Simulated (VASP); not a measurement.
**A VASP 6.6.1 single-point calculation on SnTe**

INCAR

```
NSW = 0
IBRION = -1
LREAL = .FALSE.
ISMEAR = -1
ISIF = 2
NBANDS = 17
EDIFF = 1E-7
PREC = Accurate
GGA = PE
BMIX = 0.0001
LWAVE = .FALSE.
SIGMA = 0.02
LASPH = .TRUE.
IMIX = 1
ENCUT = 520
LCHARG = .FALSE.
AMIX = 2
NELM = 95
```

KPOINTS

```
KPOINTS created by Atomic Simulation Environment
0
Gamma
8 8 8
0 0 0
```

POSCAR

```
Sn Te
 1.0000000000000000
     0.0000000000000000    3.2212236489000001    3.1868840042000000
     3.2212236489000001    0.0000000000000000    3.1868840042000000
     3.2212236489000001    3.2212236489000001    0.0000000000000000
 Sn  Te
   1   1
Cartesian
  0.0000000000000000  0.0000000000000000  0.0000000000000000
  3.2212236489000010  3.2212236489000010  3.1868840042000000
```

The recommended PBE PAW datasets give the neutral cell 20 valence electrons.

Command

```
mpirun -np 1 vasp_std
```

OSZICAR

```
N       E                     dE             d eps       ncg     rms          rms(c)
DAV:   1     0.125201982890E+03    0.12520E+03   -0.95289E+03  2021   0.133E+03
DAV:   2     0.444220984896E+01   -0.12076E+03   -0.11759E+03  2097   0.327E+02
DAV:   3    -0.727580786341E+01   -0.11718E+02   -0.11582E+02  2516   0.903E+01
DAV:   4    -0.761708336391E+01   -0.34128E+00   -0.34105E+00  2389   0.160E+01
DAV:   5    -0.763077836492E+01   -0.13695E-01   -0.13694E-01  2930   0.316E+00    0.400E+00
DAV:   6    -0.887397788442E+01   -0.12432E+01   -0.78379E+00  2410   0.168E+01    0.479E+00
DAV:   7    -0.293049351553E+02   -0.20431E+02   -0.13306E+02  2925   0.736E+01    0.163E+01
DAV:   8    -0.208587402440E+03   -0.17928E+03   -0.10743E+03  2158   0.401E+02    0.481E+01
DAV:   9    -0.236706618036E+04   -0.21585E+04   -0.18606E+04  3525   0.612E+02    0.125E+03
DAV:  10    -0.135240115300E+05   -0.11157E+05   -0.10596E+05  3555   0.164E+03    0.253E+03
DAV:  11    -0.281183167677E+05   -0.14594E+05   -0.13155E+05  3812   0.144E+03    0.353E+03
DAV:  12    -0.531400194231E+05   -0.25022E+05   -0.23461E+05  3579   0.267E+03    0.490E+03
```

Standard output (part)

```
POSCAR found type information on POSCAR SnTe
 POSCAR found :  2 types and       2 ions
 LDA part: xc-table for (Slater+PW92), standard interpolation
 POSCAR, INCAR and KPOINTS ok, starting setup
 WAVECAR not read
 entering main loop
|     EEEEEEE  RRRRRR   RRRRRR   OOOOOOO  RRRRRR      ###     ###     ###     |
|     E        R     R  R     R  O     O  R     R     ###     ###     ###     |
|     E        R     R  R     R  O     O  R     R     ###     ###     ###     |
|     EEEEE    RRRRRR   RRRRRR   O     O  RRRRRR       #       #       #      |
|     E        R    R   R    R   O     O  R    R      ###     ###     ###     |
|     EEEEEEE  R     R  R     R  OOOOOOO  R     R     ###     ###     ###     |
|     ERROR FEXCP: supplied Exchange-correletion table                        |
|      is too small, maximal index : 3891                                     |
|       ---->  I REFUSE TO CONTINUE WITH THIS SICK JOB ... BYE!!! <----       |
```

VASP stopped with an error.

Q: What is wrong with this input?

A: Mixing far too strong. VASP stopped with an error.
